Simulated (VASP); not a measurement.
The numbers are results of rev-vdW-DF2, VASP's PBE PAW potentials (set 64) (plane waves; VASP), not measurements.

VASP ran on this input.

**POSCAR**
```
ZrO2
1
    0.0000000000     2.5483117085     2.5483117085
    2.5483117085     0.0000000000     2.5483117085
    2.5483117085     2.5483117085     0.0000000000
Zr O
1 2
Direct
  0.0000000000   0.0000000000   0.0000000000
  0.2500000000   0.2500000000   0.2500000000
  0.7500000000   0.7500000000   0.7500000000
```

**KPOINTS**
```
Automatic mesh
0
Gamma
8 8 8
0 0 0
```

**INCAR**
```
# general
SYSTEM    =  ZrO2
PREC      =  Accurate
ENCUT     =  520
LREAL     =  .False.
LASPH     =  .True.

# electronic loop
EDIFF     =  1E-7
NELM      =  100
ALGO      =  Normal
LMAXMIX   =  4

# smearing
ISMEAR    =  -5

# functional
GGA       =  MK
LUSE_VDW  =  .True.
AGGAC     =  0.0
PARAM1    =  0.1234568
PARAM2    =  0.7114
ZAB_VDW   =  -1.8867

# ions
ISIF      =  2

# output
LWAVE     =  .False.
LCHARG    =  .True.
LORBIT    =  11
NEDOS     =  601

# other
LEFG      =  .True.
```

POTCAR, in this order: Zr_sv O (PBE.64 set). Program: vasp_std.

The run wrote:

OSZICAR:
```
       N       E                     dE             d eps       ncg     rms          rms(c)
DAV:   1     0.202412185347E+03    0.20241E+03   -0.14819E+04   928   0.154E+03
DAV:   2    -0.223220585679E+02   -0.22473E+03   -0.22232E+03  1192   0.389E+02
DAV:   3    -0.301656320296E+02   -0.78436E+01   -0.78370E+01  1360   0.755E+01
DAV:   4    -0.303814806612E+02   -0.21585E+00   -0.21580E+00  1304   0.918E+00
DAV:   5    -0.303846565095E+02   -0.31758E-02   -0.31758E-02  1256   0.971E-01    0.247E+01
DAV:   6    -0.240459671513E+02    0.63387E+01   -0.36840E+01  1032   0.469E+01    0.994E+00
DAV:   7    -0.239777970239E+02    0.68170E-01   -0.14474E+00  1272   0.990E+00    0.624E+00
DAV:   8    -0.239380379364E+02    0.39759E-01   -0.17581E-01  1224   0.437E+00    0.445E-01
DAV:   9    -0.239382401587E+02   -0.20222E-03   -0.14839E-02  1272   0.882E-01    0.325E-01
DAV:  10    -0.239388580830E+02   -0.61792E-03   -0.45031E-03  1216   0.686E-01    0.137E-01
DAV:  11    -0.239388367905E+02    0.21293E-04   -0.13565E-03  1176   0.306E-01    0.113E-01
DAV:  12    -0.239387923947E+02    0.44396E-04   -0.22430E-04  1128   0.117E-01    0.383E-03
DAV:  13    -0.239387929441E+02   -0.54945E-06   -0.51936E-06  1088   0.193E-02    0.200E-03
DAV:  14    -0.239387930976E+02   -0.15347E-06   -0.87264E-07  1128   0.653E-03    0.518E-03
DAV:  15    -0.239387929806E+02    0.11698E-06   -0.16313E-07   768   0.406E-03    0.604E-04
DAV:  16    -0.239387929769E+02    0.36885E-08   -0.10958E-08   656   0.916E-04
   1 F= -.23938793E+02 E0= -.23938793E+02  d E =0.000000E+00
```

**OUTCAR**
```
------------------------ aborting loop because EDIFF is reached ----------------------------------------
  FORCE on cell =-STRESS in cart. coord.  units (eV):
  Direction    XX          YY          ZZ          XY          YZ          ZX
  --------------------------------------------------------------------------------------
  Total       -0.0038478     -0.0038478     -0.0038478      0.0000000      0.0000000      0.0000000
  in kB       -0.1862653     -0.1862653     -0.1862653      0.0000000      0.0000000      0.0000000
  external PRESSURE =      -0.1862653 kB  Pullay stress =       0.0000000 kB
  volume of cell :       33.10
      direct lattice vectors                 reciprocal lattice vectors
     0.000000000  2.548311708  2.548311708    -0.196208336  0.196208336  0.196208336
     2.548311708  0.000000000  2.548311708     0.196208336 -0.196208336  0.196208336
     2.548311708  2.548311708  0.000000000     0.196208336  0.196208336 -0.196208336
 POSITION                                       TOTAL-FORCE (eV/Angst)
 -----------------------------------------------------------------------------------
      0.00000      0.00000      0.00000         0.000000     -0.000000     -0.000000
      1.27416      1.27416      1.27416         0.000000     -0.000000     -0.000000
      3.82247      3.82247      3.82247        -0.000000      0.000000      0.000000
 -----------------------------------------------------------------------------------
    total drift:                                0.000000      0.000000      0.000000
  FREE ENERGIE OF THE ION-ELECTRON SYSTEM (eV)
  ---------------------------------------------------
  free  energy   TOTEN  =       -23.9387929769 eV

  energy  without entropy=      -23.9387929769  energy(sigma->0) =      -23.93879298

 total charge

# of ion       s       p       d       tot
------------------------------------------
    1        2.167   6.048   1.299   9.515
    2        1.558   3.534   0.000   5.091
    3        1.558   3.534   0.000   5.091
--------------------------------------------------
tot          5.283  13.115   1.299  19.698

 Electric field gradients after diagonalization (V/A^2)
 (convention: |V_zz| > |V_xx| > |V_yy|)
----------------------------------------------------------------------
 ion       V_xx      V_yy      V_zz     asymmetry (V_yy - V_xx)/ V_zz
----------------------------------------------------------------------
   1      -0.000    -0.000     0.000       0.000
   2       0.001     0.001    -0.003       0.000
   3       0.001     0.001    -0.003       0.000
```
(Selected blocks of OUTCAR.)

The compound is ZrO2 in the fluorite structure, the high-temperature cubic form, which is unstable at 0 K; the monoclinic form is the stable one. It was relaxed first.
